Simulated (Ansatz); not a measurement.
Theory: DFT PBE, scalar-relativistic, plane waves, PAW (Ansatz). All cells share a 420 eV cutoff and Γ-centred k meshes spaced at most about 0.3 Å⁻¹ (about 0.25 or finer for metals, 2π included). No spin polarisation in the final relaxations.

Temperature and zero-point effects are left out. All come from trial cells, and lower structures may exist.

Question: Order these relaxed structures of Ge by energy, lowest first, with the energy over the lowest of them.
A.

Space group R-3:H (No. 148). a = 7.220 Å, b = 7.220 Å, c = 10.199 Å, α = 90.00°, β = 90.00°, γ = 120.00°
| atom | site | symmetry | x | y | z |
| --- | --- | --- | --- | --- | --- |
| Ge | 18f | 1 | 0.3604 | 0.3502 | 0.1101 |
| Ge | 3a | -3. | 0.0000 | 0.0000 | 0.0000 |

B.

Space group P4/mmm (No. 123). a = 7.275 Å, b = 7.275 Å, c = 5.615 Å, α = 90.00°, β = 90.00°, γ = 90.00°
```json
{"atom": "Ge", "site": "4i", "symmetry": "2mm.", "x": "0.5000", "y": "0.0000", "z": "0.7927"}
{"atom": "Ge", "site": "4m", "symmetry": "m2m.", "x": "0.2477", "y": "0.0000", "z": "0.5000"}
```

C.

Space group Fddd:1 (No. 70). a = 3.913 Å, b = 7.609 Å, c = 11.933 Å, α = 90.00°, β = 90.00°, γ = 90.00°
```
atom  site  symmetry       x       y       z
  Ge   16g       ..2  0.0000  0.0000  0.8158
```

D.

Space group P6_3/mmc (No. 194). a = 4.058 Å, b = 4.058 Å, c = 6.692 Å, α = 90.00°, β = 90.00°, γ = 120.00°
```tsv
atom	site	symmetry	x	y	z
Ge	4f	3m.	0.3333	0.6667	0.0628
```

Answer: D (0 meV/atom), C (210 meV/atom), A (356 meV/atom), B (462 meV/atom). Forms: D lonsdaleite type, P6_3/mmc; C Fddd; A R-3; B P4/mmm. Counting all near atoms (those within 1.25 times the shortest such distance or 1.15 times the sum of covalent radii; a plus sign parts nearer from farther groups; a slash parts the counts of unlike sites): D has Ge 4; C has Ge 4; A has Ge 4+2/6+6; B has Ge 3/4.

With atoms moved at random, P6_3/mmc came back. Other cells relaxed within their symmetry can be saddle points. The part of the Crystallography Open Database at hand lists Ge in space groups No. 64, 96, 227; no cell shown has one of them. Some types were kept out of the candidates beforehand, so the set may lack a known form.
